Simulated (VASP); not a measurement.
# Ru (P6_3/mmc) in VASP: notebook, part 2 of 2

VASP 6.6.1. Earlier steps stand in the parts before.

## 3. Equation of state, PBE, 13.03 Å³/atom (volume scaled by 0.96)

File INCAR:

```
  PREC = Accurate
  ENCUT = 520
  EDIFF = 1E-7
  ISMEAR = -1
  SIGMA = 0.05
  LREAL = F
  LASPH = T
  NELM = 100
  ALGO = Normal
  ISIF = 2
  LWAVE = F
  LCHARG = F
  GGA = PE
  NBANDS = 21
```

File KPOINTS:

```
regular mesh
0
Gamma
  11 11 6
```

File POSCAR:

```
Ru
1.0
    2.6692306523      0.0000000000      0.0000000000
   -1.3346153261      2.3116215535      0.0000000000
    0.0000000000      0.0000000000      4.2240293924
Ru
2
Direct
    0.6666666667      0.3333333333      0.7500000000
    0.3333333333      0.6666666667      0.2500000000
```

Potentials or basis: VASP PAW PBE potentials, release 64 (Ru_pv).

On the command line:

```console
$ cat potpaw_PBE.64/Ru_pv/POTCAR > POTCAR
$ mpirun -np 1 vasp_std > vasp.out
```

Run time: 16 s. Hardware: 1 thread of AMD EPYC 9R45 (Zen 5), shared host; peak memory 0.11 GiB.

The run converged. Its results:

```
Free energy            : -18.3795 eV
Pressure               : 19.6 GPa
Band gap on the k mesh : none (metal or under the smearing width)
```

## 4. Equation of state, PBE, 13.30 Å³/atom (volume scaled by 0.98)

File INCAR:

```
SYSTEM = Ru
  ALGO = Normal
  EDIFF = 1E-7
  ENCUT = 520
  GGA = PE
  ISIF = 2
  ISMEAR = -1
  LASPH = .TRUE.
  LCHARG = .FALSE.
  LREAL = .FALSE.
  LWAVE = .FALSE.
  NBANDS = 21
  NELM = 80
  PREC = Accurate
  SIGMA = 0.05
```

File KPOINTS:

```
k-points
0
G
  11 11 6
  0 0 0
```

File POSCAR:

```
Ru
1.0
    2.6876397213      0.0000000000      0.0000000000
   -1.3438198606      2.3275642749      0.0000000000
    0.0000000000      0.0000000000      4.2531615502
Ru
2
Direct
    0.6666666667      0.3333333333      0.7500000000
    0.3333333333      0.6666666667      0.2500000000
```

On the command line:

```console
$ cat potpaw_PBE.64/Ru_pv/POTCAR > POTCAR
$ mpirun -np 1 vasp_std > vasp.out
```

Wall time 16 s (1 thread of AMD EPYC 9R45 (Zen 5), shared host); peak memory 0.11 GiB.

The run converged. Its results:

```yaml
Free_energy: -18.4324 eV
Pressure: 11.6 GPa
Band_gap_on_the_k_mesh: none (metal or under the smearing width)
```

## 5. Equation of state, PBE, 13.85 Å³/atom (volume scaled by 1.02)

File INCAR:

```
  PREC = Accurate
  ENCUT = 520
  EDIFF = 1E-7
  ISMEAR = -1
  SIGMA = 0.05
  LREAL = F
  LASPH = T
  NELM = 60
  ALGO = Normal
  ISIF = 2
  LWAVE = F
  LCHARG = F
  GGA = PE
  NBANDS = 21
```

File KPOINTS:

```
regular mesh
0
Gamma
  11 11 6
```

File POSCAR:

```
Ru
1.0
    2.7237197275      0.0000000000      0.0000000000
   -1.3618598638      2.3588104769      0.0000000000
    0.0000000000      0.0000000000      4.3102577801
Ru
2
Direct
    0.6666666667      0.3333333333      0.7500000000
    0.3333333333      0.6666666667      0.2500000000
```

On the command line:

```console
$ cat potpaw_PBE.64/Ru_pv/POTCAR > POTCAR
$ mpirun -np 1 vasp_std > vasp.out
```

It took 16 s on 1 thread of AMD EPYC 9R45 (Zen 5), shared host; peak memory 0.12 GiB.

Results (log left out):

| Quantity | Value |
| --- | --- |
| Free energy | -18.4645 eV |
| Pressure | -1.8 GPa |
| Band gap on the k mesh | none (metal or under the smearing width) |

## 6. Equation of state, PBE, 14.12 Å³/atom (volume scaled by 1.04)

File INCAR:

```
SYSTEM = Ru
  ALGO = Normal
  EDIFF = 1E-7
  ENCUT = 520
  GGA = PE
  ISIF = 2
  ISMEAR = -1
  LASPH = .True.
  LCHARG = .False.
  LREAL = .False.
  LWAVE = .False.
  NBANDS = 21
  NELM = 80
  PREC = Accurate
  SIGMA = 0.05
```

File KPOINTS:

```
k-points
0
Gamma
  11 11 6
  0 0 0
```

File POSCAR:

```
Ru
1.0
    2.7414067149      0.0000000000      0.0000000000
   -1.3707033574      2.3741278572      0.0000000000
    0.0000000000      0.0000000000      4.3382472512
Ru
2
Direct
    0.6666666667      0.3333333333      0.7500000000
    0.3333333333      0.6666666667      0.2500000000
```

Potentials or basis: VASP PAW PBE potentials, release 64 (Ru_pv).

On the command line:

```console
$ cat potpaw_PBE.64/Ru_pv/POTCAR > POTCAR
$ mpirun -np 1 vasp_std > vasp.out
```

Run time: 18 s. Hardware: 1 thread of AMD EPYC 9R45 (Zen 5), shared host; peak memory 0.12 GiB.

Results (log left out):

- Free energy: -18.4490 eV
- Pressure: -7.5 GPa
- Band gap on the k mesh: none (metal or under the smearing width)

## 7. Equation of state, PBE, 14.39 Å³/atom (volume scaled by 1.06)

File INCAR:

```
ALGO = Normal
EDIFF = 1E-7
ENCUT = 520
GGA = PE
ISIF = 2
ISMEAR = -1
LASPH = T
LCHARG = F
LREAL = F
LWAVE = F
NBANDS = 21
NELM = 80
PREC = Accurate
SIGMA = 0.05
```

File KPOINTS:

```
k-points
0
Gamma
  11 11 6
```

File POSCAR:

```
Ru
1.0
    2.7588683749      0.0000000000      0.0000000000
   -1.3794341875      2.3892500984      0.0000000000
    0.0000000000      0.0000000000      4.3658801443
Ru
2
Direct
    0.6666666667      0.3333333333      0.7500000000
    0.3333333333      0.6666666667      0.2500000000
```

On the command line:

```console
$ cat potpaw_PBE.64/Ru_pv/POTCAR > POTCAR
$ mpirun -np 1 vasp_std > vasp.out
```

It took 21 s on 1 thread of AMD EPYC 9R45 (Zen 5), shared host; peak memory 0.13 GiB.

Results (log left out):

- Free energy: -18.4155 eV
- Pressure: -12.5 GPa
- Band gap on the k mesh: none (metal or under the smearing width)

## 8. Equation of state, PBE

This step only gathers the single runs of the series.

Results:

| Property | Result |
| --- | --- |
| Equilibrium volume | 13.77 Å³/atom |
| Bulk modulus at fixed shape and positions | 312 GPa |
| Pressure derivative of the bulk modulus | 4.9 |

Energy against volume, from the lowest point:
```tsv
volume (Å³/atom)	energy (meV/atom)
12.760	83.30
13.032	42.52
13.303	16.07
13.575	2.36
13.846	0.00
14.118	7.76
14.389	24.52
```

Caveat: the cell was scaled at fixed shape and fractional positions, which overstates the stiffness of a crystal with free parameters, most of all of layers and chains.

## 9. Equation of state, PBEsol, 12.76 Å³/atom (volume scaled by 0.94)

File INCAR:

```
PREC = Accurate
ENCUT = 520
EDIFF = 1E-7
ISMEAR = -1
SIGMA = 0.05
LREAL = F
LASPH = T
NELM = 60
ALGO = Normal
ISIF = 2
LWAVE = F
LCHARG = F
GGA = PS
NBANDS = 21
```

File KPOINTS:

```
regular mesh
0
Gamma
  11 11 6
```

File POSCAR:

```
Ru
1.0
    2.6505640930      0.0000000000      0.0000000000
   -1.3252820465      2.2954558389      0.0000000000
    0.0000000000      0.0000000000      4.1944897589
Ru
2
Direct
    0.6666666667      0.3333333333      0.7500000000
    0.3333333333      0.6666666667      0.2500000000
```

Potentials or basis: VASP PAW PBE potentials, release 64 (Ru_pv).

On the command line:

```console
$ cat potpaw_PBE.64/Ru_pv/POTCAR > POTCAR
$ mpirun -np 1 vasp_std > vasp.out
```

Wall time 21 s (1 thread of AMD EPYC 7R13 (Zen 3), shared host); peak memory 0.12 GiB.

The run converged. Its results:

```yaml
Free_energy: -20.2815 eV
Pressure: 16.6 GPa
Band_gap_on_the_k_mesh: none (metal or under the smearing width)
```

Caveat: the PAW data sets were made with another functional, which shifts forces and pressure a little.

## 10. Equation of state, PBEsol, 13.03 Å³/atom (volume scaled by 0.96)

INCAR is that of step 9.

KPOINTS is that of step 9.

File POSCAR:

```
Ru
1.0
    2.6692306523      0.0000000000      0.0000000000
   -1.3346153261      2.3116215535      0.0000000000
    0.0000000000      0.0000000000      4.2240293924
Ru
2
Direct
    0.6666666667      0.3333333333      0.7500000000
    0.3333333333      0.6666666667      0.2500000000
```

On the command line:

```console
$ cat potpaw_PBE.64/Ru_pv/POTCAR > POTCAR
$ mpirun -np 1 vasp_std > vasp.out
```

It took 27 s on 1 thread of AMD EPYC 7R13 (Zen 3), shared host; peak memory 0.12 GiB.

The run converged. Its results:

```yaml
Free_energy: -20.3235 eV
Pressure: 8.0 GPa
Band_gap_on_the_k_mesh: none (metal or under the smearing width)
```

Caveat: the PAW data sets were made with another functional, which shifts forces and pressure a little.

## 11. Equation of state, PBEsol, 13.30 Å³/atom (volume scaled by 0.98)

INCAR is that of step 10.

KPOINTS is that of step 10.

File POSCAR:

```
Ru
1.0
    2.6876397213      0.0000000000      0.0000000000
   -1.3438198606      2.3275642749      0.0000000000
    0.0000000000      0.0000000000      4.2531615502
Ru
2
Direct
    0.6666666667      0.3333333333      0.7500000000
    0.3333333333      0.6666666667      0.2500000000
```

On the command line:

```console
$ cat potpaw_PBE.64/Ru_pv/POTCAR > POTCAR
$ mpirun -np 1 vasp_std > vasp.out
```

Run time: 23 s. Hardware: 1 thread of AMD EPYC 7R13 (Zen 3), shared host; peak memory 0.12 GiB.

The run converged. Its results:

```yaml
Free_energy: -20.3381 eV
Pressure: 0.4 GPa
Band_gap_on_the_k_mesh: none (metal or under the smearing width)
```

Caveat: the PAW data sets were made with another functional, which shifts forces and pressure a little.

## 12. Equation of state, PBEsol, 13.85 Å³/atom (volume scaled by 1.02)

INCAR is that of step 11.

KPOINTS is that of step 11.

File POSCAR:

```
Ru
1.0
    2.7237197275      0.0000000000      0.0000000000
   -1.3618598638      2.3588104769      0.0000000000
    0.0000000000      0.0000000000      4.3102577801
Ru
2
Direct
    0.6666666667      0.3333333333      0.7500000000
    0.3333333333      0.6666666667      0.2500000000
```

Potentials or basis: VASP PAW PBE potentials, release 64 (Ru_pv).

On the command line:

```console
$ cat potpaw_PBE.64/Ru_pv/POTCAR > POTCAR
$ mpirun -np 1 vasp_std > vasp.out
```

It took 26 s on 1 thread of AMD EPYC 7R13 (Zen 3), shared host; peak memory 0.12 GiB.

The run converged. Its results:

| Quantity | Value |
| --- | --- |
| Free energy | -20.2972 eV |
| Pressure | -12.3 GPa |
| Band gap on the k mesh | none (metal or under the smearing width) |

Caveat: the PAW data sets were made with another functional, which shifts forces and pressure a little.

## 13. Equation of state, PBEsol, 14.12 Å³/atom (volume scaled by 1.04)

INCAR is that of step 12.

KPOINTS is that of step 12.

File POSCAR:

```
Ru
1.0
    2.7414067149      0.0000000000      0.0000000000
   -1.3707033574      2.3741278572      0.0000000000
    0.0000000000      0.0000000000      4.3382472512
Ru
2
Direct
    0.6666666667      0.3333333333      0.7500000000
    0.3333333333      0.6666666667      0.2500000000
```

On the command line:

```console
$ cat potpaw_PBE.64/Ru_pv/POTCAR > POTCAR
$ mpirun -np 1 vasp_std > vasp.out
```

Wall time 21 s (1 thread of AMD EPYC 7R13 (Zen 3), shared host); peak memory 0.12 GiB.

Results (log left out):

```yaml
Free_energy: -20.2468 eV
Pressure: -17.6 GPa
Band_gap_on_the_k_mesh: none (metal or under the smearing width)
```

Caveat: the PAW data sets were made with another functional, which shifts forces and pressure a little.

## 14. Equation of state, PBEsol, 14.39 Å³/atom (volume scaled by 1.06)

INCAR is that of step 13.

KPOINTS is that of step 13.

File POSCAR:

```
Ru
1.0
    2.7588683749      0.0000000000      0.0000000000
   -1.3794341875      2.3892500984      0.0000000000
    0.0000000000      0.0000000000      4.3658801443
Ru
2
Direct
    0.6666666667      0.3333333333      0.7500000000
    0.3333333333      0.6666666667      0.2500000000
```

On the command line:

```console
$ cat potpaw_PBE.64/Ru_pv/POTCAR > POTCAR
$ mpirun -np 1 vasp_std > vasp.out
```

Run time: 32 s. Hardware: 1 thread of AMD EPYC 7R13 (Zen 3), shared host; peak memory 0.14 GiB.

It converged, with:

* Free energy: -20.1794 eV
* Pressure: -22.3 GPa
* Band gap on the k mesh: none (metal or under the smearing width)

Caveat: the PAW data sets were made with another functional, which shifts forces and pressure a little.

## 15. Equation of state, PBEsol

Potentials or basis: VASP PAW PBE potentials, release 64 (Ru_pv).

No new run: the results of the series are fitted here.

What came out:

| Item | Value |
| --- | --- |
| Equilibrium volume | 13.33 Å³/atom |
| Bulk modulus at fixed shape and positions | 348 GPa |
| Pressure derivative of the bulk modulus | 4.9 |

Energy against volume, from the lowest point:
| volume (Å³/atom) | energy (meV/atom) |
| --- | --- |
| 12.760 | 28.30 |
| 13.032 | 7.31 |
| 13.303 | 0.00 |
| 13.575 | 4.85 |
| 13.846 | 20.47 |
| 14.118 | 45.66 |
| 14.389 | 79.33 |

Caveat: the cell was scaled at fixed shape and fractional positions, which overstates the stiffness of a crystal with free parameters, most of all of layers and chains; the PAW data sets were made with another functional, which shifts forces and pressure a little.
